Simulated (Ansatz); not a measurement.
# I in Ansatz: the effect of target pressure

The system is I.

```xyz
1
Lattice="0.0000 2.3656 3.9098 2.1922 0.0000 3.9098 2.1922 2.3656 0.0000" Properties=species:S:1:pos:R:3 pbc="T T T"
I     0.0000    0.0000    0.0000
```

Alike in all runs:

* Program: Ansatz 0.2.0
* Task: relaxation of cell and atoms
* Functional: PBEsol
* Potentials or basis: Ansatz PAW
* Cutoff: 420 eV (not typed: the program's choice for these potentials)
* k mesh: 9 × 9 × 9
* Occupations: fermi-dirac, width 0.05 eV
* Spin: no spin polarisation

Each run relaxes the cell or the atoms first.

Question: One run gave: relaxed volume 27.94 Å³/atom. Which target pressure did it use?
A. 2 GPa
B. 20 GPa
C. 0 GPa
D. 5 GPa
E. 10 GPa

Answer: E.

| target pressure | relaxed volume (Å³/atom) |
| --- | --- |
| 0 GPa | 37.41 |
| 2 GPa | 33.36 |
| 5 GPa | 30.60 |
| 10 GPa | 27.94 |
| 20 GPa | 24.79 |
| 30 GPa | 22.53 |

Caveats: the plane-wave basis is chosen anew once the cell has moved, so the energies of steps on either side of that aren't comparable; an odd number of electrons without spin polarisation forces a metal; a magnetic or distorted state may lie lower; the PAW data sets come from PBE, with cores solved anew for the run's functional, which leaves a small shift of forces and pressure; the volume moved by over 15 % at a fixed basis, so the end points are rough (some runs).
